A model of electron transport in CdSe may need band levels at many k points, and hybrid-functional levels are costly. The tempting shortcut is to correct the gap at one k point and lift every empty band of a cheap calculation by the same amount. Whether this is safe depends on where in the zone the electrons sit. In zinc-blende CdSe they sit at the zone centre, Γ, and it is around Γ that the correction departs most from its value elsewhere.

ABINIT 10.8.3 plane-wave calculation of zinc-blende CdSe at a given geometry: PBEsol start levels and one-shot PBE0-1/3 corrected levels, without spin–orbit coupling. PseudoDojo NC SR PBEsol v0.4.1 standard potentials, 1278.94 eV wave cutoff, Γ-centred 6×6×6 k mesh, 26 bands in sums. Each column of levels counts from its own highest filled level.

```csv
row,state k a (reciprocal cell vector),state k b (reciprocal cell vector),state k c (reciprocal cell vector),state band,state start level (eV),state corrected level (eV)
1,0.000,0.000,0.000,top filled,0.000,0.000
2,0.000,0.000,0.000,first empty,0.423,2.748
3,0.167,0.000,0.000,top filled,-0.201,-0.208
4,0.167,0.000,0.000,first empty,1.763,3.971
5,0.333,0.000,0.000,top filled,-0.556,-0.583
6,0.333,0.000,0.000,first empty,2.267,4.772
7,0.500,0.000,0.000,top filled,-0.717,-0.754
8,0.500,0.000,0.000,first empty,2.256,4.798
9,0.167,0.167,0.000,top filled,-0.533,-0.542
10,0.167,0.167,0.000,first empty,2.318,4.490
11,0.333,0.167,0.000,top filled,-0.925,-0.959
12,0.333,0.167,0.000,first empty,3.105,5.548
13,0.500,0.167,0.000,top filled,-1.015,-1.060
14,0.500,0.167,0.000,first empty,3.227,5.759
15,-0.333,0.167,0.000,top filled,-0.735,-0.770
16,-0.333,0.167,0.000,first empty,3.247,5.795
17,-0.167,0.167,0.000,top filled,-0.318,-0.337
18,-0.167,0.167,0.000,first empty,2.757,5.162
19,0.333,0.333,0.000,top filled,-1.400,-1.460
20,0.333,0.333,0.000,first empty,3.387,5.864
21,0.500,0.333,0.000,top filled,-1.540,-1.610
22,0.500,0.333,0.000,first empty,3.496,6.024
23,-0.333,0.333,0.000,top filled,-1.235,-1.292
24,-0.333,0.333,0.000,first empty,3.759,6.362
25,0.500,0.500,0.000,top filled,-1.777,-1.859
26,0.500,0.500,0.000,first empty,3.063,5.533
27,0.500,0.333,0.167,top filled,-1.214,-1.250
28,0.500,0.333,0.167,first empty,4.019,6.615
29,-0.333,0.333,0.167,top filled,-1.492,-1.544
30,-0.333,0.333,0.167,first empty,4.272,6.911
31,-0.333,0.500,0.167,top filled,-2.044,-2.088
32,-0.333,0.500,0.167,first empty,4.268,6.767
```

The state start level is the PBEsol energy. The state corrected level is the energy after a one-shot correction with the hybrid functional PBE0-1/3, evaluated on the PBEsol orbitals: one third of the exchange is exact, and the rest is that of the semilocal functional PBE. Each column counts from its own top filled level at Γ. The difference between the two columns, called the shift here, therefore compares states with one another, but it does not tell how far the band edges move in absolute terms.

## A smooth rule and the states that break it

The simplest useful rule is a shift plus a stretch. Fitted to all 32 rows, it puts the corrected level of an empty state at about 2.20 eV plus 1.09 times its start level, and that of a filled state at 1.04 times its start level. The filled states obey it to within about 0.03 eV. The empty states miss it by 0.09 eV (rms), and the two largest misses are those of rows 10 and 4, next to Γ.

The clearest break needs no fit. Row 10, close to Γ, and row 8, at the zone-boundary point L, start only 0.06 eV apart, with row 10 the higher. The correction lifts row 8 by 0.37 eV more, so the two change their order. No rule that simply rises with the starting energy can treat both correctly, and the fitted one places row 10 too high by 0.24 eV, although this row was part of the fit.

Position in the zone sorts the states better. Away from Γ and its two nearest shells of mesh points, the empty states rise by 2.52 eV on average. Rows 4 and 10, which represent those two shells, fall short of this by 0.31 and 0.35 eV. Γ itself falls short by only 0.20 eV, so the shift has a dip around the zone centre with a small bump in its middle.

## Why the levels near Γ rise less

Exact exchange lowers an orbital according to how much it resembles the filled orbitals, and it gives most weight to filled orbitals at nearby k points. In this comparison an orbital means its cell-periodic part, without the plane-wave factor set by k. A filled orbital closely resembles its filled neighbours and gains a great deal. An empty orbital is orthogonal to the filled ones at its own k point. If orbitals change slowly through the zone, it is nearly orthogonal to those at neighbouring points too, gains little and stays high. This is the main reason why exact exchange opens a gap.

Near Γ the orbitals change quickly. At Γ the lowest empty state is s-like and the top filled states are mainly selenium p, and symmetry keeps the two apart. A small step away lets the s-like state mix with the p state directed along the step, and with a PBEsol gap of only 0.42 eV the two mix strongly. The sign of the mixture reverses on the opposite side of Γ, so an empty orbital on one side resembles a filled orbital on the other. It thus receives some of the lowering that normally goes to filled states, and its upward shift is smaller.

This account is inferred from the form of exact exchange and from the known band character of zinc-blende semiconductors; the table shows the dip but not its cause. Nor does the account explain by itself why row 10, slightly farther from Γ than row 4, rises about 0.04 eV less. Short-range exchange with the inner shells of the atoms, and the semilocal terms that the correction replaces, also depend on how s-like an orbital is. Their part in the dip is untested.

## The bump at Γ and the mesh

By the same reasoning Γ should share in the reduced shift, because its filled neighbours contain some of its s character. On a mesh, however, part of this exchange is lost unless the code adds it back. The long-range term at zero distance $q$ between the k points vanishes, since empty and filled orbitals at the same point are orthogonal. Its proper value is an average over the small cell around that point, where the squared overlap at first grows as $q^2$ while the Coulomb weight falls as $1/q^2$. The product stays finite, and it is large when the gap is small.

Its size can be estimated by replacing the mesh cell with a sphere of equal volume and radius $q_0$. With $N=6^3$ mesh points and a crystal cell of $\Omega=2\times28.94$ Å³,

$$q_0=\left(\frac{6\pi^2}{N\Omega}\right)^{1/3}\approx0.17\ \text{Å}^{-1}.$$

Let $E_g$ be the PBEsol gap and $P\approx9$ eV Å a rough, recalled strength of the s–p coupling. In a two-level picture, the share of the empty Γ orbital found in nearby filled orbitals, averaged over the sphere with the Coulomb weight, is

$$w=\frac12\left(1-\frac{\operatorname{arsinh}x}{x}\right),\qquad x=\frac{2Pq_0}{E_g}\approx7,$$

which gives $w\approx0.3$. With one third of exact exchange and $e^2\approx14$ eV Å, the lost lowering is

$$\Delta\approx\frac13\,e^2\,\frac{2}{\pi}\,q_0\,w\approx0.2\ \text{eV}.$$

Halving $P$ would still leave about 0.1 eV. Only the order of magnitude counts, and it is that of the bump: Γ is lifted by 0.12 eV more than row 4 and by 0.15 eV more than row 10. At row 4 even the highest filled level already lies 1.96 eV below the empty one in PBEsol, so the same omission should be much smaller there. If the code does not restore the lost term, the bump is probably an artefact of the mesh, and a denser mesh would be the test. Convergence is a further limit. In tests that the makers of these data ran on other systems, settings of this kind were not converged in mesh, bands and cutoff. No such test was made for this run, so the exact depth of the dip should not be relied on either.

## What this means for use

The bump also affects any electron mass read from these levels, since the mass depends on how sharply the band curves upward at Γ. From Γ to row 4 the lowest empty band climbs $1.763-0.423=1.340$ eV in PBEsol and $3.971-2.748=1.223$ eV after the correction. Some flattening is natural when a gap opens, and an overestimated level at Γ would add to it. The larger fault is the length of the step. A parabola would climb four times as far at twice the distance, yet row 6 lies only $2.267-0.423=1.844$ eV above Γ in PBEsol. A mass taken from one mesh step would therefore be too heavy even before the correction, and a sound one needs points much closer to Γ.

The choice of reference point matters as well. A shift taken from L would make the gap about 0.2 eV wider than the correction at Γ does. Nor is the corrected gap of 2.75 eV a prediction for the real crystal, whose gap is roughly 1.7 eV. One third of unscreened exchange is too much for a solid that screens as well as CdSe, and spin–orbit coupling, left out here, would lower the gap by a further tenth of an electronvolt or so.

Zinc sulfide, with the same structure and a wider semilocal gap, makes a useful comparison. Its s and p states mix more gradually around Γ, so by this argument both the dip and the mesh error should be weaker, and a single shift should serve better. If this account is right, a small starting gap at Γ is a warning: the correction should then be computed at Γ and beside it, not carried over from elsewhere in the zone. The printed analysis below gives the fit and the shifts behind these comparisons.

Numerical output:

```
fit of state_corrected_level on 32 rows: coefficient of e_one 2.197 +/- 0.056, coefficient of e_start 1.091 +/- 0.018, coefficient of f_start 1.038 +/- 0.015; rms 0.0667, worst 10 0.236, leave-one-out rms 0.0794
rms miss of smooth model, empty rows, eV: 0.09365
rms miss of smooth model, filled rows, eV: 0.01157
smooth model less computed, rows 2, 4, 10, 8, eV: -0.0895, 0.1496, 0.2362, -0.1394
smooth model less computed, filled row 31, eV: -0.0331
upward shift of rows 2, 4, 10, 18, 6, 8, eV: 2.325, 2.208, 2.172, 2.405, 2.505, 2.542
distance from zone centre of rows 4, 10, 18, 6, 8, in 2 pi/a: 0.2893, 0.334, 0.4723, 0.5768, 0.866
mean, least and largest shift of the 13 outer empty rows, eV: 2.522, 2.405, 2.639
shortfall of rows 2, 4, 10 against the outer mean, eV: 0.1971, 0.3141, 0.3501
start level of row 10 less row 8, eV: 0.062
corrected level of row 10 less row 8, eV: -0.308
shift of row 8 less row 10, eV: 0.37
shift at zone centre less rows 4 and 10, eV: 0.117, 0.153
largest downward move of a filled level, eV: 0.082
PBEsol separation of filled and empty level at k of rows 1-2 and 3-4, eV: 0.423, 1.964
order of magnitude of exchange missed at the zone centre, eV: 0.1591
```
